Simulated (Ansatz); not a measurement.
# BP (F-43m) in Ansatz: a series of runs

The runs below take BP through band structure, phonons, with r2SCAN, PBE0, LDA.

Everything below comes from runs of Ansatz 0.2.0. Logs are shortened: lines on timing, memory, paths and dates and some standing lists are left out, and cuts for length are marked.

### Step 1. The crystal as given

The structure is cubic, space group F-43m (No. 216). The conventional cell has a = 4.538 Å, b = 4.538 Å, c = 4.538 Å, α = 90.00°, β = 90.00°, γ = 90.00°. P (site symmetry -43m) is surrounded by 4 B at 1.97 Å. B (site symmetry -43m) is surrounded by 4 P at 1.97 Å.

### Step 2. Band structure, r2SCAN

input.yaml reads:

```yaml
crystal:
  lattice:
    - [0.0, 2.269, 2.269]
    - [2.269, 0.0, 2.269]
    - [2.269, 2.269, 0.0]
  atoms:
    - { symbol: P, position: [0.75, 0.75, 0.75] }
    - { symbol: B, position: [0.0, 0.0, 0.0] }
hamiltonian:
  xc: r2scan
  pseudopotentials: { kind: paw }
kpoints:
  mp_grid: { grid: [10, 10, 10] }
  band_path:
    path:
      - [[0.0, 0.0, 0.0], [0.5, 0.0, 0.5], [0.5, 0.25, 0.75], [0.375, 0.375, 0.75], [0.0, 0.0, 0.0], [0.5, 0.5, 0.5], [0.625, 0.25, 0.625], [0.5, 0.25, 0.75], [0.5, 0.5, 0.5], [0.375, 0.375, 0.75]]
      - [[0.625, 0.25, 0.625], [0.5, 0.0, 0.5]]
    npoints: 14
scf:
  occupations: { method: fermi_dirac, width: 0.05 }
  n_extra_bands: 6
output:
  forces: true
  stress: true
  eigenvalues: true
  fatbands: true
  write_density: true
  write_potential: true
  elf: true
  volumetric_format: npy
```

Potentials or basis: Ansatz PAW.

Launch:

```sh
$ ansatz run input.yaml --threads 2 --pin off --max-ram 5632MiB --backend cpu --events-out ev --progress --plain --runs-dir out
```

Standard output:

```text
Warning: RAYON_NUM_THREADS=2 ignored (pool sized by the plan → 2); use --threads N
scf.n_extra_bands = 6 over 4 filled bands (N_el = 8.0): the run solves 10 bands
Engine: ansatz 0.2.0, x86_64-unknown-linux-gnu
Pseudopotentials: kind: paw
Pseudopotential: P, paw, valence charge 5, recommended cutoff 500 eV (meta_gga), P.paw.azcp
Pseudopotential: B, paw, valence charge 3, recommended cutoff 500 eV (meta_gga), B.paw.azcp
Functional definition: r2SCAN
  parameter k0 = 0.174
  parameter k1 = 0.065
  parameter a1 = 4.9479
  exchange = r2scan_x(k0 = k0, k1 = k1, a1 = a1)
  correlation = r2scan_c
Crystal: 2 atoms, lattice volume = 23.363 Å³
Basis set: ecut = 500 eV, 609 PW (Γ), exchange–correlation on 96×96×96 points (64 copies of the dense FFT grid, shifted against one another)
Bands: 10, of which v1, the nominal top of the filled ones, is band 4 counted from 1 (3 counted from 0)
Symmetry: 24 space group operations
Space group: F-43m (ITA 216), of the structure as read, at distance tolerance 2.9e-5 Å
k-points: 47 of 1000 (time reversal used)
Non-local potential: P, projectors of the file, l = 0: 2, l = 1: 2, l = 2: 2
Non-local potential: B, projectors of the file, l = 0: 2, l = 1: 2, l = 2: 1
PAW form: soft (Blöchl's): semilocal exchange-correlation on the pseudo side does not see the compensation charge
PAW frozen core: P, regenerated for the run's functional (the file was generated under x = pbe(κ = 0.804, μ = 0.2195149727645171), c = pbe(β = 0.06672455060314922))
PAW frozen core: B, regenerated for the run's functional (the file was generated under x = pbe(κ = 0.804, μ = 0.2195149727645171), c = pbe(β = 0.06672455060314922))
PAW one-centre angular grid: P, 302 points (default); XC on 160 Gauss nodes
PAW one-centre angular grid: B, 302 points (default); XC on 160 Gauss nodes
Initial density: superposition of atomic densities (neutral atoms: chi_scale 0, normalization atom), corrected by the library's trained network
Initial wavefunctions: pseudopotential atomic-orbital guess
Functional: x = r2scan, c = r2scan; τ floored in thin density (d = 2e-4 eV/Å³)
SCF iter   1: F=—  HF=-916.651236 eV  |F-HF|=—  |Δ(HF+E_count)|=         —  Δρ=4.40e-3  dr2=2.31e-3  dr2_τ=1.31e-1  ethr=1.77e-3  ⟨swp⟩=6.1  Hψ=4051  notcnv=0  defer=4
preconditioner: auto → none  [insulator: Δε(μ)=1.371 eV  Ē_g=15.892 eV  σ=0.050 eV  W_gap=1.00  n_scr=0 (ndim 8)  ℏωp=21.7 eV  f_vac=0.000  D(μ)=0.00/eV (n_scr^D=0)  ε∞_Penn≈2.9]
SCF iter   2: F=—  HF=-916.687043 eV  |F-HF|=—  |Δ(HF+E_count)|=   3.58e-2  Δρ=2.93e-3  dr2=9.39e-4  dr2_τ=3.97e-5  ethr=2.88e-5  ⟨swp⟩=2.2  Hψ=1250  notcnv=0  defer=76
SCF iter   3: F=—  HF=-916.687199 eV  |F-HF|=—  |Δ(HF+E_count)|=   1.56e-4  Δρ=9.63e-4  dr2=2.62e-4  dr2_τ=1.70e-5  ethr=1.17e-5  ⟨swp⟩=2.4  Hψ=597  notcnv=0  defer=76
SCF iter   4: F=—  HF=-916.687123 eV  |F-HF|=—  |Δ(HF+E_count)|=   7.62e-5  Δρ=2.86e-4  dr2=1.09e-5  dr2_τ=6.93e-7  ethr=3.28e-6  ⟨swp⟩=2.2  Hψ=559  notcnv=0  defer=76
SCF iter   5: F=—  HF=-916.687125 eV  |F-HF|=—  |Δ(HF+E_count)|=   1.56e-6  Δρ=4.80e-5  dr2=2.53e-7  dr2_τ=2.52e-8  ethr=1.36e-7  ⟨swp⟩=2.4  Hψ=580  notcnv=0  defer=76
SCF iter   6: F=-916.687125 eV  HF=-916.687125 eV  |F-HF|=4.24e-9  |Δ(HF+E_count)|=   4.48e-8  Δρ=6.63e-6  dr2=4.34e-9  dr2_τ=3.73e-10  ethr=1.25e-9  ⟨swp⟩=13.1  Hψ=3343  notcnv=0
SCF 1 converged in 6 iterations: F = -916.687125 eV  dr2 = 4.34e-9
NSCF: frozen V_eff on 142 k-points
SCF converged after 6 iterations
Free energy (F): -916.687125 eV
Harris-Foulkes:  -916.687125 eV  (|F-HF|=4.24e-9)
Internal energy: -916.687125 eV  (E = F + TS)
E sigma→0 (E₀):  -916.687125 eV
Fermi energy:    9.923446 eV
--- Per-component energies (eV) ---
  E_band       = 19.080331
  E_kinetic    = 121.439951
  E_local      = -66.816597  (includes V_loc(G=0)·N_el)
  E_nonlocal   = 44.156862
  E_hartree    = 17.048525
  E_xc         = -91.084777
  E_vxc        = -108.110653  (∫ρ·V_xc dr)
  E_paw        = -655.830285  (= ΣΔE_a)
  E_vpaw       = -10.618900  (= ΣTr[D̂ρ^β])
  E_aug_tail   = -0.000001  (compensation charges beyond the density's cutoff)
  E_vtau       = 4.932666  (kinetic-family band-sum trace: ∫τ·v_τ [+ j·A + Jᵃ·Aᵃ] dr)
  E_ewald      = -285.491518
  E_core_change = -0.109284  (= ΣΔE_core)
  E_smearing   = -0.000000  (= −TS)
  E_closure    = -0.000000  (closes the sum)
  Σ components = -916.687125   (vs F -916.687125, Δ=0.00e0)
--- Forces (eV/Å), atoms counted from 1 ---
  atom   1  P      0.00000000     0.00000000     0.00000000
  atom   2  B     -0.00000000     0.00000000    -0.00000000
  max |Σ_I F_I| component: 1.67e-16 eV/Å
--- Stress (GPa, compression-positive) ---
       -0.163954       0.000000      -0.000000
       -0.000000      -0.163954       0.000000
       -0.000000       0.000000      -0.163954
  P = ⅓ Tr σ = -0.1640 GPa (-1.640 kbar)
--- Band table (eV; the first three rows and the last of 47) ---
  k-point 0: bands = ["-7.0424", "9.2343", "9.2343", "9.2343", "12.8345", "12.8345", "12.8345", "17.2142", "21.6425", "21.7307"]
  k-point 1: bands = ["-6.8531", "7.8581", "8.9206", "8.9206", "13.2691", "13.2691", "13.3292", "17.7567", "21.0827", "21.0827"]
  k-point 2: bands = ["-6.2924", "5.3904", "8.3258", "8.3258", "13.5792", "14.0340", "14.0340", "19.0083", "20.5031", "20.5031"]
  k-point 46: bands = ["-1.6265", "0.5425", "3.4409", "3.6116", "14.1892", "15.0250", "17.9719", "18.4868", "22.8867", "26.2952"]
```

Run time: 3.3 s. Hardware: 2 threads of Intel Xeon at 2.70GHz, shared host; peak memory 0.38 GiB.

What came out:

| Quantity | Value |
| --- | --- |
| Free energy | -916.6871 eV |
| Pressure | -0.2 GPa |
| Band gap on the k mesh | 1.42 eV, indirect (least direct gap 3.60 eV) |
| Band gap along the path | 1.42 eV, indirect (least direct gap 3.60 eV) |

Levels at the corners of the path, in eV from the valence-band top:
```csv
point,band 2,band 3,band 4,band 5,band 6,band 7
Γ,0.00,0.00,0.00,3.60,3.60,3.60
X,-9.14,-4.36,-4.36,1.50,1.89,12.96
W,-8.63,-5.94,-5.74,5.74,7.16,7.78
K,-8.71,-6.51,-3.71,2.37,6.42,10.36
Γ,0.00,0.00,0.00,3.60,3.60,3.60
L,-9.52,-1.87,-1.87,4.10,4.99,4.99
U,-8.71,-6.51,-3.71,2.37,6.42,10.36
W,-8.63,-5.94,-5.74,5.74,7.16,7.78
L,-9.52,-1.87,-1.87,4.10,4.99,4.99
K,-8.71,-6.51,-3.71,2.37,6.42,10.36
U,-8.71,-6.51,-3.71,2.37,6.42,10.36
X,-9.14,-4.36,-4.36,1.50,1.89,12.96
```

Caveat: the PAW data sets come from PBE, with cores solved anew for the run's functional, which leaves a small shift of forces and pressure.

### Step 3. Band structure, PBE0

input.yaml: that of step 2 with these lines changed.

```diff
@@ -9,6 +9,6 @@
 hamiltonian:
-  xc: r2scan
+  xc: pbe0
   pseudopotentials: { kind: paw }
 kpoints:
-  mp_grid: { grid: [10, 10, 10] }
+  mp_grid: { grid: [5, 5, 5] }
   band_path:
@@ -17,3 +17,3 @@
       - [[0.625, 0.25, 0.625], [0.5, 0.0, 0.5]]
-    npoints: 14
+    npoints: 4
 scf:
@@ -25,6 +25,2 @@
   eigenvalues: true
-  fatbands: true
-  write_density: true
-  write_potential: true
-  elf: true
-  volumetric_format: npy
+  fatbands: false
```

Potentials or basis: Ansatz PAW.

Launch:

```sh
$ ansatz run input.yaml --threads 2 --pin off --max-ram 5632MiB --backend cpu --events-out ev --progress --plain --runs-dir out
```

It took 45 s on 2 threads of Intel Xeon at 2.70GHz, shared host; peak memory 0.54 GiB.

The run converged. Its results:

```
Free energy             : -913.3186 eV
Pressure                : -1.4 GPa
Band gap on the k mesh  : 2.69 eV, indirect (least direct gap 5.05 eV)
Band gap along the path : 2.72 eV, indirect (least direct gap 5.05 eV)
```

Levels at the corners of the path, in eV from the valence-band top:
```csv
point,band 2,band 3,band 4,band 5,band 6,band 7
Γ,0.00,0.00,0.00,5.05,5.05,5.05
X,-9.64,-4.56,-4.56,2.79,3.13,14.55
W,-9.08,-6.25,-6.03,7.07,8.50,9.28
K,-9.18,-6.87,-3.89,3.65,7.80,11.97
Γ,0.00,0.00,0.00,5.05,5.05,5.05
L,-10.08,-1.95,-1.95,5.47,6.44,6.44
U,-9.18,-6.87,-3.89,3.65,7.80,11.97
W,-9.08,-6.25,-6.03,7.07,8.50,9.28
L,-10.08,-1.95,-1.95,5.47,6.44,6.44
K,-9.18,-6.87,-3.89,3.65,7.80,11.97
U,-9.18,-6.87,-3.89,3.65,7.80,11.97
X,-9.64,-4.56,-4.56,2.79,3.13,14.55
```

Caveat: the k mesh is coarse (spacing up to 0.48 Å⁻¹), so the values aren't converged, least of all with exact exchange; the PAW data sets come from PBE, with cores solved anew for the run's functional, which leaves a small shift of forces and pressure; the thresholds are loose for stress.

### Step 4. Phonons, LDA

input.yaml reads:

```yaml
crystal:
  lattice:
    - [0.0, 2.269, 2.269]
    - [2.269, 0.0, 2.269]
    - [2.269, 2.269, 0.0]
  atoms:
    - { symbol: P, position: [0.75, 0.75, 0.75] }
    - { symbol: B, position: [0.0, 0.0, 0.0] }
hamiltonian:
  xc: lda
  pseudopotentials: { kind: paw }
kpoints:
  mp_grid: { grid: [7, 7, 7] }
scf:
  occupations: { method: fixed }
phonons:
  method: dfpt
  dielectric: true
  rigid_motions: translations
  qmesh: [2, 2, 2]
  temperatures: { t_max: 1000, t_step: 100 }
  qpath:
    path:
      - [[0.0, 0.0, 0.0], [0.5, 0.0, 0.5], [0.5, 0.25, 0.75], [0.375, 0.375, 0.75], [0.0, 0.0, 0.0], [0.5, 0.5, 0.5], [0.625, 0.25, 0.625], [0.5, 0.25, 0.75], [0.5, 0.5, 0.5], [0.375, 0.375, 0.75]]
      - [[0.625, 0.25, 0.625], [0.5, 0.0, 0.5]]
    npoints: 8
```

Potentials or basis: Ansatz PAW.

Launch:

```sh
$ ansatz run input.yaml --threads 2 --pin off --max-ram 5632MiB --backend cpu --events-out ev --progress --plain --runs-dir out
```

Standard output:

```text
Warning: phonons: the dynamical matrix that this run interpolates holds no multipole term above the dipole-dipole one, and a site of this crystal is no centre of inversion, so its interpolated transverse optical and acoustic branches and sound speeds can stay off near Gamma, and the density of states and the thermodynamics with them. What a run solves at a wave vector of phonons.qpoints, Gamma apart, where the deck admits one, is free of this, and under fd what a larger phonons.supercell samples
Warning: the 7x7x7 k mesh does not hold 7 of the 8 requested q, among them q = (0, 0, -0.5) of phonons.qmesh (the mesh's divisions times q: (0, 0, -3.5)), which it misses. Where each spin channel of the converged state fills one whole number of bands, its own, at every k and k + q (a gapped crystal under scf.occupations.method: fixed, without spin polarisation, is such a state), the run solves such a q all the same, unless at one of those points the solve does not resolve a channel's highest filled band from its lowest empty one, which the run refuses. Under fixed, such a level at k + q alone can be filled evenly and the q solved. (A deck that smears also gets another warning, for the case where the state has partly filled bands and the run refuses instead; the finer mesh named there holds every requested q in both cases.) The frequencies at such a q can be far from converged at a cutoff and a k mesh at which those at every q on the mesh look sound, and no residual printed for that q shows it. By this code's own reading, close to the zone centre a longitudinal mode feels the field of what the charges at that q miss their sum rule by, which dies only as the k mesh converges (phonons.dielectric: true does not show it: what its charges miss the rule by is not the k mesh's). Close to the zone centre an acoustic frequency is small, so that the error which scf.convergence.dr2_threshold leaves can be large beside it, whatever the k mesh. On a coarse k mesh these two do not account for the whole error. At q on the mesh, agreement between cutoffs or with finite displacements says nothing of such a q. Set kpoints.mp_grid.grid to [8, 8, 8] (the nearest finer one of its shape that holds every requested q; a coarser one that holds them is less converged in the k mesh), or request only what the mesh holds: a phonons.qmesh that divides it on every axis, and phonons.qpoints at whole multiples of one over its divisions, as fractions or to nine digits, the zone centre as exact zeros. Or, where the run solves it, keep q and converge basis.ecutwfc and the k mesh at this q itself; a dispersion between mesh points is phonons.qpath's, interpolated from a phonons.qmesh that the k mesh holds. (Under kpoints.mp_grid.kspacing, state the divisions in grid instead.) On the mesh or off it, a q close to the zone centre keeps the error that scf.convergence.dr2_threshold leaves: see that key's entry in the input reference.
Warning: RAYON_NUM_THREADS=2 ignored (pool sized by the plan → 2); use --threads N
[... 1 set-up line as earlier in the session ...]
[... 127 lines left out ...]
  q = [0.0000, 0.0000, -0.5000] (star 4, 6 solved perturbations on 343 of 343 k-point pairs, because it does not carry the k mesh onto itself; hermiticity 1.47e-8, symmetrization 2.45e-9): 224.07 224.07 500.98 749.16 753.68 753.68
  q = [0.0000, -0.5000, -0.5000] (star 3, 6 solved perturbations on 343 of 343 k-point pairs, because it does not carry the k mesh onto itself; hermiticity 1.55e-8, symmetrization 1.84e-9): 312.57 312.57 521.48 696.44 696.44 777.82
  sum rule: each row above includes the acoustic sum rule's correction from the zone centre's row sums; it moved no ω² by more than (2.46 cm⁻¹)²
  mesh force constants: q→R imaginary residual 2.97e-17; ASR residual 2.405e-4 → 0.000e0 eV/Å²; symmetrization residual 1.066e-14 eV/Å²
  interpolated dispersion: 83 rows × 6 modes
  density of states and harmonic sums: on the 24×24×24 q-mesh, interpolated from the force constants of a 2×2×2 supercell (with the dipole–dipole term)
  largest difference from the sums on the solved wave vectors: F 4.23e-2 eV, S 7.46e-5 and C_V 3.23e-5 eV/K
  zero-point energy: 0.199079 eV/cell   skipped modes (ω ≤ 0): 3   left out of the sums: 3.62e-5 of the cell's modes: C_V's classical limit lies that fraction below 3 k_B per atom; for a crystal, a wire or a layer, F and S can be off by more, and a phonons.interpolated_qmesh denser along its periods is the remedy for the sampling
```

Run time: 55 s. Hardware: 2 threads of Intel Xeon at 2.70GHz, shared host; peak memory 0.52 GiB.

What came out:

- Free energy: -876.6197 eV
- Band gap on the k mesh: 1.19 eV, indirect (least direct gap 3.38 eV)
- Electronic dielectric tensor (diagonal): 9.20
- Born charges (mean of the diagonal): P +0.53; B -0.53 e
- Highest phonon frequency, LO-TO splitting left out: 796 cm⁻¹
- Static dielectric tensor (diagonal): 9.32

Phonon frequencies in cm⁻¹ (negative: imaginary):
| q point | frequencies |
| --- | --- |
| (0.000, 0.000, 0.000) | 0 0 0 796 796 796 |
| (0.000, 0.000, -0.500) | 224 224 501 749 754 754 |
| (0.000, -0.500, -0.500) | 313 313 521 696 696 778 |

Electronic dielectric tensor:
```
9.20 0.00 0.00
0.00 9.20 0.00
0.00 0.00 9.20
```

Born effective charge tensors (e):
atom 1, P
```
0.53 0.00 0.00
0.00 0.53 0.00
0.00 0.00 0.53
```
atom 2, B
```
-0.53  0.00  0.00
 0.00 -0.53  0.00
 0.00  0.00 -0.53
```

Static dielectric tensor, electrons and zone-centre modes:
```
9.32 0.00 0.00
0.00 9.32 0.00
0.00 0.00 9.32
```

Caveat: odd divisions of the mesh miss points on the zone boundary, where band edges often lie, so the gap on the mesh can be too wide; the q mesh is small, so phonon branches between its points and thermal values are rough; the PAW data sets come from PBE, with cores solved anew for the run's functional, which leaves a small shift of forces and pressure. A k mesh can miss the band edges.

### Step 5. The runs side by side

| task | level | k mesh | cutoff (eV) | smearing | points for each segment of the path | q mesh | mesh quality | gap on the mesh (eV) | pressure (GPa) |
| --- | --- | --- | --- | --- | --- | --- | --- | --- | --- |
| band structure | r2SCAN | 10 × 10 × 10 | 500 | fermi-dirac 0.05 eV | 14 | - | not flagged | 1.42 | -0.2 |
| band structure | PBE0 | 5 × 5 × 5 | 420 | fermi-dirac 0.05 eV | 4 | - | coarse | 2.69 | -1.4 |
| phonons | LDA | 7 × 7 × 7 | 420 | fixed | 8 | 2 × 2 × 2 | not flagged | 1.19 | - |

Alike in all rows: potentials or basis Ansatz PAW; no spin polarisation; cell as given.

Caveats: some runs use coarse meshes; the PAW data sets come from PBE, with cores solved anew for the run's functional, which leaves a small shift of forces and pressure; the thresholds are loose for stress (some runs); odd divisions of the mesh miss points on the zone boundary, where band edges often lie, so the gap on the mesh can be too wide (some runs).

Absolute energies hang on the potentials; compare differences alone.
